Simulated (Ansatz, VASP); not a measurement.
## Sn in VASP and in Ansatz

```
Sn
1.0
    -2.02919    2.02919    1.66076
     2.02919   -2.02919    1.66076
     2.02919    2.02919   -1.66076
Sn
1
Direct
  0.00000 0.00000 0.00000
```

Alike in both runs: task single point; functional PBEsol; k mesh 10 × 10 × 10; occupations methfessel-paxton of order 1, width 0.1 eV; no spin polarisation.

|  | VASP | Ansatz |
| --- | --- | --- |
| version | VASP 6.6.1 | Ansatz 0.2.0 |
| potentials or method | VASP PAW PBE potentials, release 64 (Sn_d), cutoff 520 eV | all-electron LAPW, scalar-relativistic |

|  | VASP | Ansatz | Ansatz less VASP |
| --- | --- | --- | --- |
| gap on the k mesh at the Fermi level (eV) | none | none | - |
| pressure (GPa) | -2.0 | -2.0 | +0.05 |
| largest component of the traceless stress (GPa) | 0.70 | 0.70 | +0.001 |

A gap of «none» marks a metal or a gap that the smearing closes. Ansatz ran all-electron here, so the differences hold the error of VASP's frozen core and of both bases.

Caveats: the PAW data sets were made with another functional, which shifts forces and pressure a little (VASP).
